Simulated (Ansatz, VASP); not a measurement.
# B27P26F (F_P): VASP beside Ansatz, part 2 of 2

One calculation is typed for both programs; each brings its own data sets. How far apart do they land? The structure shown is the start of the Ansatz relaxation below; VASP solves that cell, so the two are compared at the walk's first step.

VASP 6.6.1 and Ansatz 0.2.0.

So far: The structure; Ansatz: relaxation, r2SCAN.

## (3) VASP: single point, r2SCAN, start cell

Level of this step: r2SCAN; plane waves and PAW (B, P, F) (VASP).

The same cell, functional and mesh now go to VASP, with its own data sets.

Lines of VASP's logs that name or quote its potential files are left out, and so is its time.

INCAR reads:

```
SYSTEM = B27P26F
PREC = Accurate
ENCUT = 580
EDIFF = 1E-06
NELM = 120
ISMEAR = 0
SIGMA = 0.01
LREAL = Auto
ALGO = Normal
METAGGA = R2SCAN
LASPH = .TRUE.
NELECT = 216
NBANDS = 152
LORBIT = 11
LWAVE = .FALSE.
LCHARG = .FALSE.
ISIF = 2
ISYM = 0
GGA_COMPAT = .FALSE.
EFERMI = MIDGAP
LMIXTAU = .TRUE.
KPAR = 4
```

POSCAR reads:

```
B27P26F
1.0
    0.0000000000      6.8045562257      6.8045562257
    6.8045562257      0.0000000000      6.8045562257
    6.8045562257      6.8045562257      0.0000000000
B P F
27 26 1
Direct
    0.0003647556      0.0026298556      0.0031102690
    0.0042103407      0.9941484061      0.3335717165
    0.9986077711      0.0011738458      0.6617433012
    0.0004532257      0.3287026995      0.0055252685
    0.9963013753      0.3298618493      0.3380490106
    0.0062644056      0.3317854133      0.6635234320
    0.0063627955      0.6646352606      0.9978177857
    0.0003746019      0.6649769434      0.3289842755
    0.0003263989      0.6717828244      0.6664851975
    0.3374120845      0.9940365692      0.0010399650
    0.3385865916      0.9991385919      0.3339667459
    0.3313157281      0.9955748033      0.6676988696
    0.3389809597      0.3330356786      0.9992868014
    0.3392280001      0.3301383552      0.3336258714
    0.3302808332      0.3292728322      0.6690210719
    0.3272692482      0.6679583281      0.0038290521
    0.3373957719      0.6693057341      0.3279738496
    0.3326236017      0.6728515201      0.6635759703
    0.6604415999      0.0009445142      0.0021889745
    0.6628721772      0.9980732028      0.3330702143
    0.6646346727      0.0019880797      0.6714797921
    0.6662047971      0.3308869712      0.9967868588
    0.6702160800      0.3343625836      0.3271804841
    0.6655905763      0.3349557891      0.6613907433
    0.6721926233      0.6619058394      0.0001169070
    0.6699885119      0.6697526406      0.3275892543
    0.6635649483      0.6722110669      0.6631377345
    0.2530358252      0.2471700496      0.2456106533
    0.2484324391      0.2452980686      0.5842574252
    0.2510855144      0.2492776081      0.9113750103
    0.2451142947      0.5865031999      0.2539078145
    0.2511489278      0.5814342433      0.9219806247
    0.2456174870      0.9179176118      0.2553286272
    0.2550008322      0.9125099851      0.5805290410
    0.2509525153      0.9104446042      0.9188078241
    0.5896643906      0.2474996817      0.2476832352
    0.5882076461      0.2446954577      0.5825477619
    0.5789453962      0.2496115020      0.9156503809
    0.5789479680      0.5817632875      0.2556761885
    0.5853754261      0.5808775575      0.5788653763
    0.5799615536      0.5823358451      0.9228565084
    0.5846807445      0.9128689357      0.2470566697
    0.5849507841      0.9170654622      0.5872843676
    0.5879697907      0.9112900672      0.9183243246
    0.9137457012      0.2556692813      0.2508104781
    0.9125771460      0.2468987608      0.5878769118
    0.9148968417      0.2529431667      0.9206357905
    0.9129316143      0.5806082526      0.2508062897
    0.9110104016      0.5827829719      0.5875403726
    0.9191162204      0.5780869273      0.9151878232
    0.9107220654      0.9169846340      0.2539804864
    0.9187896011      0.9107623325      0.5871575408
    0.9136698697      0.9170941929      0.9133944660
    0.2464883005      0.5872995045      0.5866996124
```

KPOINTS reads:

```
Points of the shifted mesh
8
Reciprocal
 0.2500000000  0.2500000000  0.2500000000 1
 0.2500000000  0.2500000000  0.7500000000 1
 0.2500000000  0.7500000000  0.2500000000 1
 0.2500000000  0.7500000000  0.7500000000 1
 0.7500000000  0.2500000000  0.2500000000 1
 0.7500000000  0.2500000000  0.7500000000 1
 0.7500000000  0.7500000000  0.2500000000 1
 0.7500000000  0.7500000000  0.7500000000 1
```

The projector-augmented-wave data sets are B, P and F (PBE family, release 64).

On the command line:

```bash
mpirun -np 8 vasp_std
```

Numbers of over 12 decimals in the logs are rounded to 6 here.

Output:

```text
[banner, memory and clock lines left out]
running    8 mpi-ranks, on    1 nodes
[...]
|                                                                             |
|           W    W    AA    RRRRR   N    N  II  N    N   GGGG   !!!           |
|           W    W   A  A   R    R  NN   N  II  NN   N  G    G  !!!           |
|           W    W  A    A  R    R  N N  N  II  N N  N  G       !!!           |
|           W WW W  AAAAAA  RRRRR   N  N N  II  N  N N  G  GGG   !            |
|           WW  WW  A    A  R   R   N   NN  II  N   NN  G    G                |
|           W    W  A    A  R    R  N    N  II  N    N   GGGG   !!!           |
|                                                                             |
|     For optimal performance we recommend to set                             |
|       NCORE = 2 up to number-of-cores-per-socket                            |
|     NCORE specifies how many cores store one orbital (NPAR=cpu/NCORE).      |
|     This setting can greatly improve the performance of VASP for DFT.       |
[...]
DAV:   5    -0.522752524911E+03   -0.36685E-01   -0.36574E-01  3024   0.124E+00BRMIX: very serious problems
 the old and the new charge density differ
 old charge density:   218.00000 new  216.00000
BRMIX: very serious problems
 the old and the new charge density differ
 old charge density:   218.00000 new  216.00000
BRMIX: very serious problems
 the old and the new charge density differ
 old charge density:   218.00000 new  216.00000
BRMIX: very serious problems
 the old and the new charge density differ
 old charge density:   218.00000 new  216.00000
    0.405E+01
DAV:   6    -0.494098447541E+03    0.28654E+02   -0.24828E+01  2880   0.122E+01    0.244E+01
DAV:   7    -0.466326409408E+03    0.27772E+02   -0.76826E+00  3024   0.658E+00    0.655E+00
DAV:   8    -0.473384352732E+03   -0.70579E+01   -0.99776E+00  2744   0.704E+00    0.245E+00
DAV:   9    -0.472377656299E+03    0.10067E+01   -0.93250E-01  2760   0.259E+00    0.186E+00
[...]
DAV:  20    -0.472457756747E+03    0.18259E-05   -0.25662E-05  2864   0.135E-02    0.414E-02
DAV:  21    -0.472457755204E+03    0.15428E-05   -0.25854E-06  2120   0.398E-03    0.352E-02
DAV:  22    -0.472457755370E+03   -0.16586E-06   -0.27149E-06  2048   0.703E-03
   1 F= -.47245776E+03 E0= -.47245776E+03  d E =-.112659E-27
```

Parts of OUTCAR (step 3):

```text
  Total      -23.4761036    -25.1417258    -26.8093711     -3.9280611     -0.2608781      0.6266318
  in kB      -59.6907703    -63.9258118    -68.1659970     -9.9875601     -0.6633134      1.5932855
  external PRESSURE =     -63.9275264 kB  Pullay stress =       0.0000000 kB

 POSITION                                       TOTAL-FORCE (eV/Angst)
 -----------------------------------------------------------------------------------
      0.03906      0.02365      0.02038        -0.670861     -0.686291     -0.525395
      9.03455      2.29846      6.79339         1.185442     -0.995158     -0.488650
      4.51086     11.29795      6.80307         0.089894      0.911112     -0.047870
      2.27427      0.04068      2.23976        -0.268333     -0.549050      0.582414
      4.54484      9.07966      9.02395        -0.148229      0.091953      0.803394
      6.77263      4.55761      2.30028         0.821331     -0.561377     -1.159910
     11.31226      6.83300      4.56584         0.323974     -0.802600     -0.861971
      6.76347      2.24114      4.52742         1.007378     -0.064465     -0.468212
      9.10632      4.53736      4.57340        -0.121704     -0.600846     -2.208752
      6.77105      2.30302      9.05992        -0.469498     -0.271009     -0.038177
      9.07119      4.57643      9.10263        -0.411604     -0.711689     -0.385317
     11.31784      6.79785      9.02890         0.149759      1.156476      0.392227
      9.06586      9.10632      4.57277        -0.172116     -1.122350     -0.865062
      4.51662      4.57847      4.55474        -0.072140     -0.763132     -0.091423
[...]
-----------------------------------------------------------------------------------
    total drift:                                0.011943      0.007266      0.024296

  FREE ENERGIE OF THE ION-ELECTRON SYSTEM (eV)
  ---------------------------------------------------
  free  energy   TOTEN  =      -472.4577553699 eV

  energy  without entropy=     -472.4577553699  energy(sigma->0) =     -472.45775537

[... 2 further parts left out ...]
```

The cell is charged against a uniform background.

The run ends at a pressure of -6.39 GPa, with forces up to 2.3 eV/Å.

## (4) Differences

Known differences besides the potentials themselves: VASP keeps PBE cores, Ansatz makes them for the functional; fixed occupations in Ansatz, narrow Gaussian smearing in VASP; the cutoff is 500 eV in Ansatz and 580 eV in VASP (PREC = Accurate, projectors in real space). Total energies have different zeros and are not compared.

Forces on 7 of the 54 atoms, those with the largest forces and the largest differences (eV/Å; atoms numbered as in POSCAR):

| atom | Ansatz x, y, z | VASP x, y, z |
| --- | --- | --- |
| B9 | -0.160, -0.564, -2.181 | -0.122, -0.601, -2.209 |
| B15 | -1.779, 1.127, -0.459 | -1.796, 1.154, -0.492 |
| B17 | -0.453, -1.596, 0.428 | -0.482, -1.616, 0.453 |
| B18 | 0.202, 2.075, 0.099 | 0.231, 2.095, 0.135 |
| P34 | 0.806, -1.479, -0.281 | 0.797, -1.474, -0.288 |
| P37 | 0.974, -1.535, 0.718 | 0.974, -1.529, 0.721 |
| P49 | -1.143, 0.484, 1.364 | -1.146, 0.487, 1.366 |

The forces differ by 8.7 meV/Å r.m.s., which is 1.2 % of the r.m.s. force of 0.734 eV/Å (both taken over all components). VASP's last cycles still show a density residual of 4e-03, so its state may not be settled. The cell carries a charge of +2 e against a uniform background, so its pressure also hangs on how the neutralising background is counted, and in a defect's cell a gap may be the spacing between its levels.

## (5) Results

```json
{
  "r.m.s. force difference (single point, r2SCAN, start cell)": "1.2 % of the r.m.s. force"
}
```

**Reading.** The r.m.s. force difference is 1.2 % of the r.m.s. force (single point, r2SCAN, start cell), within the 3 % picked in this series as the mark of a large difference. 1 further run of this series is not shown here. Such differences can come from data sets, numerical settings and the points named under the comparisons, not from the functional's error against experiment.

[Lines on the potential files, build, host, timing and source positions are cut from VASP's logs without a mark.]

[Logs are printed without paths, hosts, clocks, repeated set-up lines and the standing remarks that a program may print on its own settings, such as how far it seeks lower states.]

[Hosts, paths, dates, database ids (printed as entryN), source tags and the programs' standing remarks are cut or masked in the printed files.]
